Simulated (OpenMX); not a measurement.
The system is Ta2N.

```xyz
3
Lattice="3.1129 0.0000 0.0000 -1.5564 2.6958 0.0000 0.0000 0.0000 4.8698" Properties=species:S:1:pos:R:3 pbc="T T T"
Ta    0.0000    1.7972    1.2404
Ta    1.5564    0.8986    3.6294
N     0.0000    0.0000    0.0000
```

The cell comes from a database or a generator and needn't be the stable form of this composition.

Base run:

| Quantity | Value |
| --- | --- |
| Program | OpenMX 3.8.5 |
| Functional | PBE |
| Potentials or basis | OpenMX 2013 PBE set, Ta7.0-s3p2d2f1, N6.0-s2p2d1, grid cutoff 400 Ry |
| k mesh | 7 × 7 × 5 |
| Occupations | fermi-dirac, width 0.05 eV |
| Spin | no spin polarisation |

Its results: band gap on the k mesh none (metal or under the smearing width); pressure -3.1 GPa; largest force 0.037 eV/Å.

The run is repeated on the same cell with these changes: dispersion from none to D3(BJ). What comes out?

Band gap on the k mesh none (metal or under the smearing width); pressure -9.4 GPa; largest force 0.048 eV/Å.

Dispersion adds attraction, which lowers the pressure at fixed volume and, as a term added to the energy, leaves the levels alone.

Caveats: the basis of atomic orbitals isn't converged, which shifts pressures, moduli and gaps; pairwise dispersion overbinds metals, which lowers pressure and volume (some runs).
